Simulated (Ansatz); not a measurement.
A (100) slab of SiC (P6_3mc (No. 186)), 10 planes, outer planes SiC (top) and SiC (bottom), with 20 atoms (Si10C10) in a surface cell of A = 15.524 Å², as cut from the bulk:

```yaml
crystal:
  lattice:
    - [3.07520, 0.00000, 0.00000]
    - [0.00000, 5.04817, 0.00000]
    - [0.00000, 0.00000, 26.54052]
  atoms:
    - { symbol: Si, position: [0.00000, 0.99540, 0.28259] }
    - { symbol: C, position: [0.00000, 0.61960, 0.28259] }
    - { symbol: Si, position: [0.50000, 0.49540, 0.31603] }
    - { symbol: C, position: [0.50000, 0.11960, 0.31603] }
    - { symbol: Si, position: [0.50000, 0.99540, 0.38293] }
    - { symbol: C, position: [0.50000, 0.61960, 0.38293] }
    - { symbol: Si, position: [0.00000, 0.49540, 0.41638] }
    - { symbol: C, position: [0.00000, 0.11960, 0.41638] }
    - { symbol: Si, position: [0.00000, 0.99540, 0.48328] }
    - { symbol: C, position: [0.00000, 0.61960, 0.48328] }
    - { symbol: Si, position: [0.50000, 0.49540, 0.51672] }
    - { symbol: C, position: [0.50000, 0.11960, 0.51672] }
    - { symbol: Si, position: [0.50000, 0.99540, 0.58362] }
    - { symbol: C, position: [0.50000, 0.61960, 0.58362] }
    - { symbol: Si, position: [0.00000, 0.49540, 0.61707] }
    - { symbol: C, position: [0.00000, 0.11960, 0.61707] }
    - { symbol: Si, position: [0.00000, 0.99540, 0.68397] }
    - { symbol: C, position: [0.00000, 0.61960, 0.68397] }
    - { symbol: Si, position: [0.50000, 0.49540, 0.71741] }
    - { symbol: C, position: [0.50000, 0.11960, 0.71741] }
```

Theory: DFT r2SCAN, scalar-relativistic, plane waves, PAW in Ansatz 0.2.0. Settings: cutoff 500 eV, Γ-centred mesh 9×5×1 on the computed 20-atom cell, Gaussian smearing of 0.05 eV; no spin polarisation.

Against the same 20 atoms in the bulk, the slab as cut lies 6.498 eV higher and the relaxed slab 5.047 eV higher.

Problem. Work out the surface energy before and after relaxation.

Solution. The slab has two faces, so γ = (E_slab − N·E_bulk)/(2A), the mean of both. As cut: 6.498/(2 × 15.524) = 0.2093 eV/Å², and 1 eV/Å² = 16.02 J/m², so γ = 3.35 J/m². Relaxed: 5.047/(2 × 15.524) = 0.1626 eV/Å² = 2.60 J/m². Relaxation recovers 22 % of the cost of cutting.

Problem. What is the ideal work of this cut, per area?

Solution. Griffith's ideal work is 2γ: 6.71 J/m² if the new faces stay rigid, 5.21 J/m² if they relax. Other cuts parallel to this plane can cost less. One thickness was run, 10 planes, so γ can still shift with it.